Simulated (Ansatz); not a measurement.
# Tin, hcp under PBEsol: ground state and equation of state, part 2 of 2

What does PBEsol give for tin in the hcp structure? We relax it, solve it on a dense k-mesh, then scale the cell to 7 volumes from 88 to 112 % of the relaxed one and try a fit of the equation of state. Spin polarisation is left out. The k-meshes are 11×11×6 for the relaxation; 18×18×10 for the dense run; 12×12×7 for the volumes.

Ansatz 0.2.0; DFT, PBEsol, plane waves (420 eV) with PAW, scalar-relativistic.

## 5. Volume × 0.92

The input, input.yaml:

```yaml
crystal:
  lattice:
    - [3.2240671533, 0.0, 0.0]
    - [-1.6120335767, 2.7921240583, 0.0]
    - [0.0, 0.0, 5.3617374804]
  atoms:
    - { symbol: Sn, position: [0.3333333333, 0.6666666667, 0.25] }
    - { symbol: Sn, position: [0.6666666667, 0.3333333333, 0.75] }
hamiltonian:
  xc: pbesol
  pseudopotentials:
    kind: paw
    azcp:
      Sn: "pseudopotentials/Sn.paw.azcp"
basis:
  ecutwfc: 420
  fft_grid_basis: typed
kpoints:
  mp_grid: { grid: [12, 12, 7], shift: [0, 0, 0] }
magnetization:
  spin_polarized: false
scf:
  occupations: { method: fermi_dirac, width: 0.1 }
  lower_state_search: "off"
output:
  stress: true
  write_density: true
  write_potential: true
  elf: true
  volumetric_format: npy
```

The program printed (excerpt; [...] marks lines left out):

```text
Warning: <dir> the record states the generating functional pbe (its physics header spells it `PBE`), which answers neither for hamiltonian.xc's functional nor for the pbesol family's — results may be inconsistent (PPs are generated against a specific XC)
Warning: RAYON_NUM_THREADS=2 ignored (pool sized by the plan → 2); use --threads N
[...]
Pseudopotentials: kind: paw
Pseudopotential: Sn, paw, valence charge 14, recommended cutoff 420 eV (normal), <dir>
Functional definition: PBEsol
[...]
Crystal: 2 atoms, lattice volume = 48.266 Å³
Basis set: ecut = 420 eV, 965 PW (Γ)
Bands: 18, of which v1, the nominal top of the filled ones, is band 14 counted from 1 (13 counted from 0)
Symmetry: 24 space group operations
Space group: P63/mmc (ITA 194), of the structure as read, at distance tolerance 3.6e-5 Å
k-points: 76 of 1008
[...]
SCF iter   1: F=—  HF=-11899.457845 eV  |F-HF|=—  |Δ(HF+E_count)|=         —  Δρ=2.68e-3  dr2=2.09e-3  ethr=1.77e-3  ⟨swp⟩=5.4  Hψ=6598  notcnv=0
[...]
SCF iter   7: F=-11899.455178 eV  HF=-11899.455178 eV  |F-HF|=3.19e-9  |Δ(HF+E_count)|=   2.02e-7  Δρ=4.20e-6  dr2=5.65e-9  ethr=3.57e-10  ⟨swp⟩=9.7  Hψ=9682  notcnv=0
[...]
SCF converged after 7 iterations
Free energy (F): -11899.455178 eV
[...]
E sigma→0 (E₀):  -11899.435990 eV
Entropy (-TS):   -0.038375 eV (-19.188 meV/atom)
Fermi energy:    12.577769 eV
[...]
--- Stress (GPa, compression-positive) ---
        6.382413       0.000000      -0.000000
        0.000000       6.382413      -0.000000
       -0.000000      -0.000000       4.001401
  P = ⅓ Tr σ = 5.5887 GPa (55.887 kbar)
--- Band table (eV; the first three rows and the last of 76) ---
  k-point 0: bands = ["-8.9701", "-8.9675", "-8.9438", "-8.9438", "-8.9282", "-8.9282", "-8.8721", "-8.8721", "-8.7461", "-8.7461", "0.5354", "5.3932", "7.2586", "19.2709", "19.2709", "21.0417", "21.1833", "21.1833"]
[...]
```

It took 2.3 s on 2 threads of Arm Neoverse V1, shared host; peak memory 0.34 GiB.

## 6. Volume × 0.96

Edit input.yaml of step 5 so:

```diff
@@ -2,5 +2,5 @@
   lattice:
-    - [3.2240671533, 0.0, 0.0]
-    - [-1.6120335767, 2.7921240583, 0.0]
-    - [0.0, 0.0, 5.3617374804]
+    - [3.2701314791, 0.0, 0.0]
+    - [-1.6350657395, 2.8320169346, 0.0]
+    - [0.0, 0.0, 5.43834408]
   atoms:
@@ -26,5 +26 @@
   stress: true
-  write_density: true
-  write_potential: true
-  elf: true
-  volumetric_format: npy
```

The program printed (excerpt; [...] marks lines left out):

```text
Warning: <dir> the record states the generating functional pbe (its physics header spells it `PBE`), which answers neither for hamiltonian.xc's functional nor for the pbesol family's — results may be inconsistent (PPs are generated against a specific XC)
Warning: RAYON_NUM_THREADS=2 ignored (pool sized by the plan → 2); use --threads N
[...]
[... 3 set-up lines as earlier in the session ...]
[...]
Crystal: 2 atoms, lattice volume = 50.365 Å³
Basis set: ecut = 420 eV, 1003 PW (Γ)
Bands: 18, of which v1, the nominal top of the filled ones, is band 14 counted from 1 (13 counted from 0)
[... 2 set-up lines as earlier in the session ...]
k-points: 76 of 1008
[...]
SCF iter   1: F=—  HF=-11899.509865 eV  |F-HF|=—  |Δ(HF+E_count)|=         —  Δρ=2.52e-3  dr2=2.00e-3  ethr=1.77e-3  ⟨swp⟩=5.5  Hψ=6606  notcnv=0
[...]
SCF iter   7: F=-11899.507116 eV  HF=-11899.507116 eV  |F-HF|=2.02e-8  |Δ(HF+E_count)|=   5.12e-7  Δρ=8.18e-6  dr2=1.81e-8  ethr=3.57e-10  ⟨swp⟩=3.0  Hψ=5581  notcnv=0
[...]
SCF converged after 7 iterations
Free energy (F): -11899.507116 eV
[...]
E sigma→0 (E₀):  -11899.486358 eV
Entropy (-TS):   -0.041517 eV (-20.758 meV/atom)
Fermi energy:    11.879120 eV
[...]
--- Stress (GPa, compression-positive) ---
        3.099637      -0.000000       0.000000
       -0.000000       3.099637      -0.000000
        0.000000      -0.000000       1.193068
  P = ⅓ Tr σ = 2.4641 GPa (24.641 kbar)
```

It took 1.9 s on 2 threads of Arm Neoverse V1, shared host; peak memory 0.33 GiB.

## 7. Volume × 1.0

Edit input.yaml of step 6 so:

```diff
@@ -2,5 +2,5 @@
   lattice:
-    - [3.2701314791, 0.0, 0.0]
-    - [-1.6350657395, 2.8320169346, 0.0]
-    - [0.0, 0.0, 5.43834408]
+    - [3.314933368, 0.0, 0.0]
+    - [-1.657466684, 2.8708165085, 0.0]
+    - [0.0, 0.0, 5.5128512027]
   atoms:
```

The program printed (excerpt; [...] marks lines left out):

```text
Warning: <dir> the record states the generating functional pbe (its physics header spells it `PBE`), which answers neither for hamiltonian.xc's functional nor for the pbesol family's — results may be inconsistent (PPs are generated against a specific XC)
Warning: RAYON_NUM_THREADS=2 ignored (pool sized by the plan → 2); use --threads N
[...]
[... 3 set-up lines as earlier in the session ...]
[...]
Crystal: 2 atoms, lattice volume = 52.463 Å³
Basis set: ecut = 420 eV, 1051 PW (Γ)
Bands: 18, of which v1, the nominal top of the filled ones, is band 14 counted from 1 (13 counted from 0)
[... 2 set-up lines as earlier in the session ...]
k-points: 76 of 1008
[...]
SCF iter   1: F=—  HF=-11899.525422 eV  |F-HF|=—  |Δ(HF+E_count)|=         —  Δρ=2.38e-3  dr2=1.89e-3  ethr=1.77e-3  ⟨swp⟩=5.4  Hψ=6614  notcnv=0
[...]
SCF iter   7: F=-11899.522633 eV  HF=-11899.522633 eV  |F-HF|=3.95e-8  |Δ(HF+E_count)|=   7.56e-7  Δρ=1.10e-5  dr2=3.30e-8  ethr=3.57e-10  ⟨swp⟩=3.1  Hψ=5998  notcnv=0
[...]
SCF converged after 7 iterations
Free energy (F): -11899.522633 eV
[...]
E sigma→0 (E₀):  -11899.500279 eV
Entropy (-TS):   -0.044708 eV (-22.354 meV/atom)
Fermi energy:    11.236449 eV
[...]
--- Stress (GPa, compression-positive) ---
        0.507621       0.000000       0.000000
        0.000000       0.507621      -0.000000
        0.000000      -0.000000      -1.008213
  P = ⅓ Tr σ = 0.0023 GPa (0.023 kbar)
```

Run time: 2 s. Hardware: 2 threads of Arm Neoverse V1, shared host; peak memory 0.33 GiB.

## 8. Volume × 1.04

Edit input.yaml of step 7 so:

```diff
@@ -2,5 +2,5 @@
   lattice:
-    - [3.314933368, 0.0, 0.0]
-    - [-1.657466684, 2.8708165085, 0.0]
-    - [0.0, 0.0, 5.5128512027]
+    - [3.3585559148, 0.0, 0.0]
+    - [-1.6792779574, 2.9085947422, 0.0]
+    - [0.0, 0.0, 5.5853970379]
   atoms:
```

The program printed (excerpt; [...] marks lines left out):

```text
Warning: <dir> the record states the generating functional pbe (its physics header spells it `PBE`), which answers neither for hamiltonian.xc's functional nor for the pbesol family's — results may be inconsistent (PPs are generated against a specific XC)
Warning: RAYON_NUM_THREADS=2 ignored (pool sized by the plan → 2); use --threads N
[...]
[... 3 set-up lines as earlier in the session ...]
[...]
Crystal: 2 atoms, lattice volume = 54.562 Å³
Basis set: ecut = 420 eV, 1099 PW (Γ)
Bands: 18, of which v1, the nominal top of the filled ones, is band 14 counted from 1 (13 counted from 0)
[... 2 set-up lines as earlier in the session ...]
k-points: 76 of 1008
[...]
SCF iter   1: F=—  HF=-11899.512211 eV  |F-HF|=—  |Δ(HF+E_count)|=         —  Δρ=2.24e-3  dr2=1.74e-3  ethr=1.77e-3  ⟨swp⟩=5.4  Hψ=6620  notcnv=0
[...]
SCF iter   6: F=-11899.509438 eV  HF=-11899.509438 eV  |F-HF|=8.77e-8  |Δ(HF+E_count)|=   8.42e-7  Δρ=1.50e-5  dr2=9.53e-8  ethr=3.57e-10  ⟨swp⟩=3.9  Hψ=6161  notcnv=0
[...]
SCF converged after 6 iterations
Free energy (F): -11899.509438 eV
[...]
E sigma→0 (E₀):  -11899.485684 eV
Entropy (-TS):   -0.047508 eV (-23.754 meV/atom)
Fermi energy:    10.643182 eV
[...]
--- Stress (GPa, compression-positive) ---
       -1.541378       0.000000       0.000000
        0.000000      -1.541378       0.000000
        0.000000       0.000000      -2.740026
  P = ⅓ Tr σ = -1.9409 GPa (-19.409 kbar)
```

Wall time 1.9 s (2 threads of Arm Neoverse V1, shared host); peak memory 0.34 GiB.

## 9. Volume × 1.08

Edit input.yaml of step 8 so:

```diff
@@ -2,5 +2,5 @@
   lattice:
-    - [3.3585559148, 0.0, 0.0]
-    - [-1.6792779574, 2.9085947422, 0.0]
-    - [0.0, 0.0, 5.5853970379]
+    - [3.4010737944, 0.0, 0.0]
+    - [-1.7005368972, 2.9454163061, 0.0]
+    - [0.0, 0.0, 5.6561057725]
   atoms:
@@ -26 +26,5 @@
   stress: true
+  write_density: true
+  write_potential: true
+  elf: true
+  volumetric_format: npy
```

The program printed (excerpt; [...] marks lines left out):

```text
Warning: <dir> the record states the generating functional pbe (its physics header spells it `PBE`), which answers neither for hamiltonian.xc's functional nor for the pbesol family's — results may be inconsistent (PPs are generated against a specific XC)
Warning: RAYON_NUM_THREADS=2 ignored (pool sized by the plan → 2); use --threads N
[...]
[... 3 set-up lines as earlier in the session ...]
[...]
Crystal: 2 atoms, lattice volume = 56.660 Å³
Basis set: ecut = 420 eV, 1099 PW (Γ)
Bands: 18, of which v1, the nominal top of the filled ones, is band 14 counted from 1 (13 counted from 0)
[... 2 set-up lines as earlier in the session ...]
k-points: 76 of 1008
[...]
SCF iter   1: F=—  HF=-11899.476204 eV  |F-HF|=—  |Δ(HF+E_count)|=         —  Δρ=2.36e-3  dr2=1.93e-3  ethr=1.77e-3  ⟨swp⟩=5.4  Hψ=6652  notcnv=0
[...]
SCF iter   7: F=-11899.473552 eV  HF=-11899.473552 eV  |F-HF|=8.24e-9  |Δ(HF+E_count)|=   2.29e-7  Δρ=4.47e-6  dr2=6.95e-9  ethr=3.57e-10  ⟨swp⟩=10.0  Hψ=9761  notcnv=0
[...]
SCF converged after 7 iterations
Free energy (F): -11899.473552 eV
[...]
E sigma→0 (E₀):  -11899.448735 eV
Entropy (-TS):   -0.049634 eV (-24.817 meV/atom)
Fermi energy:    10.093890 eV
[...]
--- Stress (GPa, compression-positive) ---
       -3.168699       0.000000       0.000000
        0.000000      -3.168699       0.000000
        0.000000       0.000000      -4.102631
  P = ⅓ Tr σ = -3.4800 GPa (-34.800 kbar)
--- Band table (eV; the first three rows and the last of 76) ---
  k-point 0: bands = ["-11.3269", "-11.3198", "-11.3124", "-11.3124", "-11.3038", "-11.3038", "-11.2701", "-11.2701", "-11.1929", "-11.1929", "-0.7103", "3.2200", "5.6825", "15.8254", "15.8254", "17.2850", "17.4462", "17.4462"]
[...]
```

Wall time 2.7 s (2 threads of Arm Neoverse V1, shared host); peak memory 0.35 GiB.

## 10. Volume × 1.12

Edit input.yaml of step 9 so:

```diff
@@ -2,5 +2,5 @@
   lattice:
-    - [3.4010737944, 0.0, 0.0]
-    - [-1.7005368972, 2.9454163061, 0.0]
-    - [0.0, 0.0, 5.6561057725]
+    - [3.4425543922, 0.0, 0.0]
+    - [-1.7212771961, 2.9813395576, 0.0]
+    - [0.0, 0.0, 5.7250894709]
   atoms:
@@ -26,5 +26 @@
   stress: true
-  write_density: true
-  write_potential: true
-  elf: true
-  volumetric_format: npy
```

The program printed (excerpt; [...] marks lines left out):

```text
Warning: <dir> the record states the generating functional pbe (its physics header spells it `PBE`), which answers neither for hamiltonian.xc's functional nor for the pbesol family's — results may be inconsistent (PPs are generated against a specific XC)
Warning: RAYON_NUM_THREADS=2 ignored (pool sized by the plan → 2); use --threads N
[...]
[... 3 set-up lines as earlier in the session ...]
[...]
Crystal: 2 atoms, lattice volume = 58.759 Å³
Basis set: ecut = 420 eV, 1123 PW (Γ)
Bands: 18, of which v1, the nominal top of the filled ones, is band 14 counted from 1 (13 counted from 0)
[... 1 set-up line as earlier in the session ...]
Space group: P63/mmc (ITA 194), of the structure as read, at distance tolerance 3.9e-5 Å
k-points: 76 of 1008
[...]
SCF iter   1: F=—  HF=-11899.422362 eV  |F-HF|=—  |Δ(HF+E_count)|=         —  Δρ=2.37e-3  dr2=1.97e-3  ethr=1.77e-3  ⟨swp⟩=5.5  Hψ=6655  notcnv=0
[...]
SCF iter   6: F=-11899.419665 eV  HF=-11899.419665 eV  |F-HF|=5.48e-8  |Δ(HF+E_count)|=   5.63e-7  Δρ=1.04e-5  dr2=4.78e-8  ethr=3.57e-10  ⟨swp⟩=3.5  Hψ=5494  notcnv=0
[...]
SCF converged after 6 iterations
Free energy (F): -11899.419665 eV
[...]
E sigma→0 (E₀):  -11899.394148 eV
Entropy (-TS):   -0.051033 eV (-25.516 meV/atom)
Fermi energy:    9.584072 eV
[...]
--- Stress (GPa, compression-positive) ---
       -4.469113       0.000000       0.000000
        0.000000      -4.469113       0.000000
        0.000000       0.000000      -5.169192
  P = ⅓ Tr σ = -4.7025 GPa (-47.025 kbar)
```

It took 1.9 s on 2 threads of Arm Neoverse V1, shared host; peak memory 0.34 GiB.

## 11. Energy and pressure against volume

All volumes keep the relaxed shape and fractional coordinates.

```
V (Å³/atom)  E − E₀ (meV/atom)  P from the stress (GPa)  P from the fit (GPa)
     23.084               80.6                     9.56                  9.47
     24.133               32.2                     5.59                  5.47
     25.182                7.0                     2.46                  2.34
     26.232                0.0                     0.00                 -0.11
     27.281                7.3                    -1.94                 -2.04
     28.330               25.8                    -3.48                 -3.55
     29.380               53.1                    -4.70                 -4.73
```

Fit (Birch-Murnaghan, third order): V₀ = 26.178 Å³/atom, B₀ = 55 GPa, B₀′ = 5.0, largest residual 0.02 meV/atom.

Fit and stress differ a little: one follows E(σ → 0), the other the smeared free energy.

## 12. Results

This closing draws on all 2 parts.

| quantity | value |
| --- | --- |
| space group (spins left aside) | P6_3/mmc (No. 194) |
| conventional cell | a = 3.315 Å, c = 5.513 Å (c/a = 1.663) |
| volume | 26.232 Å³/atom |
| shortest distance | 3.315 Å |
| gap on the mesh | none (levels filled in part) |
| relative to beta-Sn (white tin) | +22 meV/atom |
| V₀, B₀, B₀′ | 26.178 Å³/atom, 55 GPa, 5.0 |

**Reading.** The relaxation shrank the cell by 6.4 % in volume. Against the reference form of tin (beta-Sn (white tin), computed apart with the same settings) it stands 22 meV/atom higher. No gap shows: it is a metal or semimetal at this level. The fitted modulus is 55 GPa; letting shape and positions relax at each volume could only lower it. Relaxation kept the symmetry; phonons were not checked.
